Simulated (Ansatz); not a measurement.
**Compressing Mg₂Si: a fit and a missing row**

Mg₂Si, Fm-3m, a = 6.365 Å. Ansatz: PBE, PAW, 420 eV, Γ-centred 10×10×10 mesh on 3 atoms, Gaussian smearing 0.01 eV; no spin polarisation. Symmetry fixes shape and atoms, so the cell is only scaled; pressure is positive in compression.

| V (Å³/atom) | P (GPa) |
| --- | --- |
| 18.910 | ? |
| 19.555 | 6.16 |
| 20.199 | 3.78 |
| 20.844 | 1.75 |
| 21.489 | 0.00 |
| 22.133 | -1.51 |
| 22.778 | -2.80 |
| 23.637 | -4.24 |

Question: Take V0 = 21.489 Å³/atom, fit the third-order Birch–Murnaghan form to the other rows, and predict the missing pressure.

Answer: With the Eulerian strain f = ½[(V0/V)^(2/3) − 1] and y = P/[3f(1 + 2f)^(5/2)], the form is the line y = B0 + 1.5 B0 (B0′ − 4) f. Rows (f, y): 0.03245, 54.1; 0.02107, 53.9; 0.01026, 54.0; -0.00975, 54.2; -0.01905, 54.0; -0.03077, 53.8. Means f = 0.0007017, y = 54.000; Σ(Δf)² = 0.003004, ΣΔfΔy = 0.005342; the slope is their ratio. y = 54.00 + 1.778 f GPa, so B0 = 54.0 GPa and B0′ = 4 + 2 × (1.778)/(3 × 54.00) = 4.02. At V = 18.910, f = 0.04449, y = 54.08 and P = 8.93 GPa. The run gave 8.92 GPa, so the fit is 0.01 GPa too high, within twice the rms miss on the fitted rows (0.005 GPa).